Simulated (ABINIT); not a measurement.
# Ta (Im-3m) in ABINIT: notebook

Aim: see how the results for Ta move with the level of theory and the settings. Levels: LDA, PBE, BP86. Tasks: band structure.

All numbers are computed with ABINIT 10.8.3 (patched build); they aren't measurements. Logs are shortened: lines on timing, memory, paths and dates and some standing lists are left out, and cuts for length are marked. The log counts tension as positive stress, the text compression.

**1. The crystal as given**

The structure is cubic, space group Im-3m (No. 229). Conventional cell: a = 3.303 Å, b = 3.303 Å, c = 3.303 Å, α = 90.00°, β = 90.00°, γ = 90.00°. Ta (site symmetry m-3m) is surrounded by 8 Ta at 2.86 Å.

**2. Band structure, LDA**

Input file run.abi:

```
ndtset 2

pp_dirpath "./"
pseudos "Ta.LDA_PW-JTH.xml"

acell 5.4048073095 5.4048073095 5.4048073095
rprim
    -0.5773502692     0.5773502692     0.5773502692
     0.5773502692    -0.5773502692     0.5773502692
     0.5773502692     0.5773502692    -0.5773502692
ntypat 1
znucl 73
natom 1
typat 1
xred
     0.0000000000     0.0000000000     0.0000000000

ecut 15.0
pawecutdg 30.0

ixc 7

occopt 3
tsmear 0.00183747

nstep 100

iomode 3
prtwf 0
prteig 0
prtebands 0
enunit 1
prtden1 1
prtvha1 1
prtvclmb1 1
prtpot1 1

kptopt1 1
ngkpt1 11 11 11
nshiftk1 1
shiftk1 0.0 0.0 0.0
nband1 11
tolvrs1 1.0e-9

iscf2 -2
getden2 1
nband2 15
nbdbuf2 2
tolwfr2 1.0e-12
kptopt2 -5
ndivsm2 5
prteig2 1
kptbounds2
     0.0000000000     0.0000000000     0.0000000000
     0.5000000000    -0.5000000000     0.5000000000
     0.0000000000     0.0000000000     0.5000000000
     0.0000000000     0.0000000000     0.0000000000
     0.2500000000     0.2500000000     0.2500000000
     0.5000000000    -0.5000000000     0.5000000000
```

Potentials or basis: JTH PAW LDA v2.0.

Command:

```console
$ abinit run.abi > log 2>&1
```

run.abo:

```text
.Version 10.8.3 of ABINIT
 DATASET    1 : space group Im -3 m (#229); Bravais cI (body-center cubic)
================================================================================
 Values of the parameters that define the memory need for DATASET  1.
     intxc =       0    ionmov =       0      iscf =      17    lmnmax =      18
     lnmax =       6     mgfft =      20  mpssoang =       3    mqgrid =    3001
     natom =       1  nloc_mem =       2    nspden =       1   nspinor =       1
    nsppol =       1      nsym =      48    n1xccc =       1    ntypat =       1
    occopt =       3   xclevel =       1
       mpw =         358          nfft =        8000          nkpt =          56
 PAW method is used; the additional fine FFT grid is defined by:
   mgfftf=        30    nfftf =     27000
================================================================================
================================================================================

 DATASET    2 : space group Im -3 m (#229); Bravais cI (body-center cubic)
================================================================================
 Values of the parameters that define the memory need for DATASET  2.
     intxc =       0    ionmov =       0      iscf =      -2    lmnmax =      18
     lnmax =       6     mgfft =      20  mpssoang =       3    mqgrid =    3001
     natom =       1  nloc_mem =       2    nspden =       1   nspinor =       1
    nsppol =       1      nsym =      48    n1xccc =       1    ntypat =       1
    occopt =       3   xclevel =       1
       mpw =         370          nfft =        8000          nkpt =          30
 PAW method is used; the additional fine FFT grid is defined by:
   mgfftf=        30    nfftf =     27000
================================================================================
================================================================================

--------------------------------------------------------------------------------
------------- Echo of variables that govern the present computation ------------
--------------------------------------------------------------------------------
 -outvars: echo values of preprocessed input variables --------
            acell      5.4048073095E+00  5.4048073095E+00  5.4048073095E+00 Bohr
              amu      1.80947900E+02
             ecut      1.50000000E+01 Hartree
           enunit           1
           getden1          0
           getden2          1
             iscf1         17
             iscf2         -2
                       outvar_i_n : Printing only first  50 k-points.
              ixc           7
           jdtset        1    2
[... 475 lines left out ...]
lattice_angles: [109.471, 109.471, 109.471, ] # degrees, (23, 13, 12)
lattice_volume:   1.2153987E+02
convergence: {deltae:  0.000E+00, res2:  0.000E+00, residm:  9.985E-13, diffor:  0.000E+00, }
etotal    :  -5.92459796E+01
entropy   :   0.00000000E+00
fermie    :   3.76392442E-02
cartesian_stress_tensor: null
pressure_GPa: null
xred      :
- [  0.0000E+00,   0.0000E+00,   0.0000E+00, Ta]
cartesian_forces: null
force_length_stats: {min: null, max: null, mean: null, }
...

 Integrated electronic density in atomic spheres:
 ------------------------------------------------
 Atom  Sphere_radius  Integrated_density
    1        2.41973         10.68946347

================================================================================

 ----iterations are completed or convergence reached----

 Mean square residual over all n,k,spin=   42.153E-14; max=  99.850E-14
 reduced coordinates (array xred) for    1 atoms
       0.000000000000      0.000000000000      0.000000000000

 cartesian coordinates (angstrom) at end:
    1      0.00000000000000     0.00000000000000     0.00000000000000
 length scales=  5.404807309500  5.404807309500  5.404807309500 bohr
              =  2.860100855569  2.860100855569  2.860100855569 angstroms
 Eigenvalues (   eV  ) for nkpt=  30  k points:
 kpt#   1, nband= 15, wtk=  1.00000, kpt=  0.0000  0.0000  0.0000 (reduced coord)
 -66.10909  -32.00985  -32.00985  -32.00985   -6.86023    1.70943    1.70943    1.70943
   4.96884    4.96884   16.08613   16.08613   16.08613   27.20977   27.20985
 kpt#   2, nband= 15, wtk=  1.00000, kpt=  0.0714 -0.0714  0.0714 (reduced coord)
 -66.09822  -32.09800  -32.05023  -32.05023   -6.40851    1.65447    1.65447    1.92451
   4.24514    5.22078   16.87376   16.87376   16.88691   23.09089   27.84209
 kpt#   3, nband= 15, wtk=  1.00000, kpt=  0.1429 -0.1429  0.1429 (reduced coord)
 -66.06738  -32.31049  -32.16237  -32.16237   -5.16532    1.63759    1.63759    2.55635
   2.63332    5.81621   18.55331   18.62942   18.98561   18.98561   26.95452
 kpt#   4, nband= 15, wtk=  1.00000, kpt=  0.2143 -0.2143  0.2143 (reduced coord)
 -66.02411  -32.54749  -32.32524  -32.32524   -3.47122    0.87636    1.93097    1.93097
   3.56020    6.12967   15.91119   20.43104   21.05636   21.05636   24.98853
 kpt#   5, nband= 15, wtk=  1.00000, kpt=  0.2857 -0.2857  0.2857 (reduced coord)
 -65.97893  -32.72637  -32.50862  -32.50862   -2.02469   -0.66011    2.72761    2.72761
   4.84135    5.79784   16.16014   18.88415   18.88415   21.96029   27.51588
 kpt#   6, nband= 15, wtk=  1.00000, kpt=  0.3571 -0.3571  0.3571 (reduced coord)
 -65.94071  -32.81381  -32.67654  -32.67654   -1.82120   -1.80997    4.10629    4.10629
[... 59 lines left out ...]
 -65.97864  -32.83304  -32.83304  -32.16209   -1.44003    0.02857    0.02857    5.51241
   5.51241    9.64386   13.06866   13.06866   18.42484   22.65240   22.65240
 kpt#  27, nband= 15, wtk=  1.00000, kpt=  0.3750 -0.1250  0.3750 (reduced coord)
 -65.96112  -32.86854  -32.86854  -32.24128   -0.65803   -0.65803   -0.50040    5.45632
   5.45632   10.40961   13.02579   13.02579   21.46997   21.78107   21.78107
 kpt#  28, nband= 15, wtk=  1.00000, kpt=  0.4167 -0.2500  0.4167 (reduced coord)
 -65.93706  -32.86509  -32.86509  -32.48640   -1.66639   -1.66639    1.77170    6.00935
   6.00935   10.95968   12.18554   12.18554   21.72912   22.34793   22.34793
 kpt#  29, nband= 15, wtk=  1.00000, kpt=  0.4583 -0.3750  0.4583 (reduced coord)
 -65.91597  -32.84671  -32.84671  -32.73411   -2.47810   -2.47810    5.04312    7.01545
   7.01545   10.73083   10.73083   10.92526   18.36404   23.59227   23.59227
 kpt#  30, nband= 15, wtk=  1.00000, kpt=  0.5000 -0.5000  0.5000 (reduced coord)
 -65.90791  -32.83759  -32.83759  -32.83759   -2.77976   -2.77976    7.82328    7.82328
   7.82328    9.72333    9.72333    9.72333   16.54078   24.21588   24.21590

== END DATASET(S) ==============================================================
================================================================================

 -outvars: echo values of variables after computation  --------
            acell      5.4048073095E+00  5.4048073095E+00  5.4048073095E+00 Bohr
           etotal1    -5.9245979569E+01
            fcart1    -0.0000000000E+00 -0.0000000000E+00 -0.0000000000E+00
            rprim     -5.7735026920E-01  5.7735026920E-01  5.7735026920E-01
                       5.7735026920E-01 -5.7735026920E-01  5.7735026920E-01
                       5.7735026920E-01  5.7735026920E-01 -5.7735026920E-01
           strten1     3.7893067369E-04  3.7893067369E-04  3.7893067369E-04
                       0.0000000000E+00  0.0000000000E+00  0.0000000000E+00
 Calculation completed.
```

Run time: 7.2 s. Hardware: 1 thread of Arm Neoverse V2, shared host; peak memory 0.11 GiB.

What came out:

```
Free energy                                           : -1612.1652 eV
Band gap on the k mesh                                : none (metal or under the smearing width)
Valence electrons inside the program's atomic spheres : Ta 10.69 (radii [1.2805] Å)
```

Levels at the corners of the path, in eV from the Fermi level:
```csv
point,band 4,band 5,band 6,band 7,band 8,band 9
Γ,-33.03,-7.88,0.69,0.69,0.69,3.94
H,-33.86,-3.80,-3.80,6.80,6.80,6.80
N,-33.04,-4.38,-1.57,1.70,3.82,4.84
Γ,-33.03,-7.88,0.69,0.69,0.69,3.94
P,-33.63,-1.21,-1.21,-1.21,5.01,5.01
H,-33.86,-3.80,-3.80,6.80,6.80,6.80
```

Caveat: the cutoff is too short for stress, so the log's stress isn't used; spin-orbit coupling is left out, which moves the levels of the heavy elements.

**3. Band structure, PBE**

run.abi: that of step 2 with these lines changed.

```diff
@@ -3,3 +3,3 @@
 pp_dirpath "./"
-pseudos "Ta.LDA_PW-JTH.xml"
+pseudos "Ta_ONCV_PBE-1.2.upf"
 
@@ -17,9 +17,8 @@
 
-ecut 15.0
-pawecutdg 30.0
+ecut 816.341587 eV
 
-ixc 7
+ixc 11
 
 occopt 3
-tsmear 0.00183747
+tsmear 0.05 eV
 
@@ -31,7 +30,3 @@
 prtebands 0
-enunit 1
 prtden1 1
-prtvha1 1
-prtvclmb1 1
-prtpot1 1
 
@@ -41,4 +36,4 @@
 shiftk1 0.0 0.0 0.0
-nband1 11
-tolvrs1 1.0e-9
+nband1 18
+tolvrs1 1.0e-10
 
@@ -46,3 +41,3 @@
 getden2 1
-nband2 15
+nband2 22
 nbdbuf2 2
@@ -52,2 +47,3 @@
 prteig2 1
+prtvol2 -3
 kptbounds2
```

Potentials or basis: SG15 NC PBE v1.2.

Command:

```console
$ abinit run.abi > log 2>&1
```

Run time: 30 s. Hardware: 1 thread of Arm Neoverse V2, shared host; peak memory 0.11 GiB.

Results (log left out):

```
Free energy                                           : -6757.4448 eV
Pressure                                              : 3.0 GPa
Band gap on the k mesh                                : none (metal or under the smearing width)
Valence electrons inside the program's atomic spheres : Ta 23.07 (radii [1.0584] Å)
```

Levels at the corners of the path, in eV from the Fermi level:
```tsv
point	band 9	band 10	band 11	band 12	band 13	band 14	band 15	band 16	band 17	band 18
Γ	-18.81	-18.81	-18.76	-7.90	0.75	0.75	0.75	3.97	3.97	14.61
H	-18.78	-18.78	-18.78	-3.81	-3.81	6.83	6.83	6.83	8.61	8.61
N	-18.81	-18.79	-18.79	-4.37	-1.53	1.58	3.87	4.88	7.79	11.72
Γ	-18.81	-18.81	-18.76	-7.90	0.75	0.75	0.75	3.97	3.97	14.61
P	-18.81	-18.81	-18.81	-1.22	-1.22	-1.22	5.06	5.06	7.10	12.78
H	-18.78	-18.78	-18.78	-3.81	-3.81	6.83	6.83	6.83	8.61	8.61
```

Caveat: spin-orbit coupling is left out, which moves the levels of the heavy elements.

**4. Band structure, BP86**

run.abi: that of step 3 with these lines changed.

```diff
@@ -3,3 +3,3 @@
 pp_dirpath "./"
-pseudos "Ta_ONCV_PBE-1.2.upf"
+pseudos "Ta.GGA_PBE-JTH.xml"
 
@@ -17,5 +17,6 @@
 
-ecut 816.341587 eV
+ecut 15.0
+pawecutdg 30.0
 
-ixc 11
+ixc -106132
 
@@ -36,4 +37,4 @@
 shiftk1 0.0 0.0 0.0
-nband1 18
-tolvrs1 1.0e-10
+nband1 11
+tolvrs1 1.0e-9
 
@@ -41,3 +42,3 @@
 getden2 1
-nband2 22
+nband2 15
 nbdbuf2 2
@@ -45,3 +46,3 @@
 kptopt2 -5
-ndivsm2 5
+ndivsm2 8
 prteig2 1
```

Potentials or basis: JTH PAW PBE v2.0.

Command:

```console
$ abinit run.abi > log 2>&1
```

Run time: 10 s. Hardware: 1 thread of Arm Neoverse V2, shared host; peak memory 0.11 GiB.

Results (log left out):

```yaml
Free_energy: -1606.6872 eV
Band_gap_on_the_k_mesh: none (metal or under the smearing width)
Valence_electrons_inside_the_program's_atomic_spheres: Ta 10.69 (radii [1.2805] Å)
```

Levels at the corners of the path, in eV from the Fermi level:
```
point  band 4  band 5  band 6  band 7  band 8  band 9
    Γ  -33.10   -7.86    0.69    0.69    0.69    3.97
    H  -33.93   -3.79   -3.79    6.78    6.78    6.78
    N  -33.11   -4.36   -1.56    1.67    3.84    4.86
    Γ  -33.10   -7.86    0.69    0.69    0.69    3.97
    P  -33.70   -1.22   -1.22   -1.22    5.03    5.03
    H  -33.93   -3.79   -3.79    6.78    6.78    6.78
```

Caveat: the cutoff is too short for stress, so the log's stress isn't used; the PAW data sets were made with another functional, which shifts forces and pressure a little; spin-orbit coupling is left out, which moves the levels of the heavy elements.

**5. Summary**

| level | potentials or basis | cutoff (eV) | fine-grid cutoff | gap on the mesh (eV) |
| --- | --- | --- | --- | --- |
| LDA | JTH PAW LDA v2.0 | 408 | 816.342 eV | none |
| PBE | SG15 NC PBE v1.2 | 816 | - | none |
| BP86 | JTH PAW PBE v2.0 | 408 | 816.342 eV | none |

Alike in all rows: task band structure; no spin polarisation; cell as given; k mesh 11 × 11 × 11; smearing fermi-dirac 0.05 eV.

Caveats: spin-orbit coupling is left out, which moves the levels of the heavy elements; the PAW data sets were made with another functional, which shifts forces and pressure a little (some runs).

Absolute energies hang on the potentials; compare differences alone.
